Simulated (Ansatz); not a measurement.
# Ta: one contact scaled

How do energy and force answer when the Ta1–Ta2 bond of Ta is squeezed or stretched? Methods of the runs shown: PAW. Its runs: shortest bond scaled by 1 (PAW); shortest bond scaled by 0.94 (PAW); shortest bond scaled by 0.88 (PAW); shortest bond scaled by 0.82 (PAW); shortest bond scaled by 0.64 (PAW and PAW (level accurate)).

Method: DFT PBE, with the methods named in each step, in Ansatz 0.2.0.

## Step 1: Starting point

Symmetry: Fd-3m, No. 227, cubic system. Conventional cell: a = 5.680 Å, b = 5.680 Å, c = 5.680 Å, α = 90.00°, β = 90.00°, γ = 90.00°. Ta (site symmetry -43m) has 4 Ta at 2.46 Å in its first shell of neighbours.

Coordinates:

```xyz
2
Lattice="0.0000 2.8398 2.8398 2.8398 0.0000 2.8398 2.8398 2.8398 0.0000" Properties=species:S:1:pos:R:3 pbc="T T T"
Ta   -0.7099   -0.7099   -0.7099
Ta    0.7099    0.7099    0.7099
```

Atoms are numbered in the order of the input: Ta1, Ta2.

## Step 2: Shortest bond scaled by 1, PAW

Input file input.yaml:

```yaml
crystal:
  lattice:
    - [0.0, 2.839791114, 2.839791114]
    - [2.839791114, 0.0, 2.839791114]
    - [2.839791114, 2.839791114, 0.0]
  atoms:
    - { symbol: Ta, position: [-0.125, -0.125, -0.125] }
    - { symbol: Ta, position: [0.125, 0.125, 0.125] }
kpoints:
  mp_grid: { grid: [9, 9, 9] }
scf:
  occupations: { method: fermi_dirac, width: 0.05 }
hamiltonian:
  xc: pbe
  pseudopotentials: { kind: paw }
output:
  forces: true
  stress: true
  eigenvalues: true
  populations: true
  write_density: true
  write_potential: true
  elf: true
  volumetric_format: npy
```

Started as:

```sh
> ansatz run input.yaml --threads 1 --pin off --max-ram 2048MiB --backend cpu --events-out ev --progress --plain --runs-dir out
```

## Step 3: Shortest bond scaled by 0.94, PAW

Edit input.yaml of step 2 so:

```diff
@@ -6,4 +6,4 @@
   atoms:
-    - { symbol: Ta, position: [-0.125, -0.125, -0.125] }
-    - { symbol: Ta, position: [0.125, 0.125, 0.125] }
+    - { symbol: Ta, position: [-0.1475, -0.1175, -0.1175] }
+    - { symbol: Ta, position: [0.1475, 0.1175, 0.1175] }
 kpoints:
@@ -20,5 +20 @@
   populations: true
-  write_density: true
-  write_potential: true
-  elf: true
-  volumetric_format: npy
```

## Step 4: Shortest bond scaled by 0.88, PAW

Edit input.yaml of step 3 so:

```diff
@@ -6,4 +6,4 @@
   atoms:
-    - { symbol: Ta, position: [-0.1475, -0.1175, -0.1175] }
-    - { symbol: Ta, position: [0.1475, 0.1175, 0.1175] }
+    - { symbol: Ta, position: [-0.17, -0.11, -0.11] }
+    - { symbol: Ta, position: [0.17, 0.11, 0.11] }
 kpoints:
```

## Step 5: Shortest bond scaled by 0.82, PAW

Edit input.yaml of step 4 so:

```diff
@@ -6,4 +6,4 @@
   atoms:
-    - { symbol: Ta, position: [-0.17, -0.11, -0.11] }
-    - { symbol: Ta, position: [0.17, 0.11, 0.11] }
+    - { symbol: Ta, position: [-0.1925, -0.1025, -0.1025] }
+    - { symbol: Ta, position: [0.1925, 0.1025, 0.1025] }
 kpoints:
@@ -20 +20,5 @@
   populations: true
+  write_density: true
+  write_potential: true
+  elf: true
+  volumetric_format: npy
```

## Step 6: Shortest bond scaled by 0.64, PAW

Input file input.yaml:

```yaml
crystal:
  lattice:
    - [0.0, 2.839791114, 2.839791114]
    - [2.839791114, 0.0, 2.839791114]
    - [2.839791114, 2.839791114, 0.0]
  atoms:
    - { symbol: Ta, position: [-0.26, -0.08, -0.08] }
    - { symbol: Ta, position: [0.26, 0.08, 0.08] }
kpoints:
  mp_grid: { grid: [9, 9, 9] }
scf:
  occupations: { method: fermi_dirac, width: 0.05 }
hamiltonian:
  xc: pbe
  pseudopotentials: { kind: paw }
output:
  forces: true
  stress: true
  eigenvalues: true
  populations: true
```

## Step 7: Shortest bond scaled by 0.64, PAW (level accurate)

Edit input.yaml of step 6 so:

```diff
@@ -14,3 +14,3 @@
   xc: pbe
-  pseudopotentials: { kind: paw }
+  pseudopotentials: { kind: paw, level: accurate }
 output:
@@ -19,2 +19,5 @@
   eigenvalues: true
-  populations: true
+  write_density: true
+  write_potential: true
+  elf: true
+  volumetric_format: npy
```

(Steps that only read results are left out.)

Before running it: what results should come out?

As calculated:

| quantity | value |
| --- | --- |
| force along the bond, positive apart, at 1.574 Å (PAW) | 94.93 eV/Å |
| force along the bond, positive apart, at 1.574 Å (PAW (level accurate)) | 82.38 eV/Å |

At 1.57 Å the force along the bond is 94.93 eV/Å by PAW, and the energy stands 17.46 eV over the given length. With two atoms in the cell whole sublattices move, so the other contacts between the two sublattices change too; at scales over 1 some of them become the shortest. Spin-orbit coupling is left out, though the cell holds Ta; in elements this heavy it can shift bands and gaps by tenths of an eV.
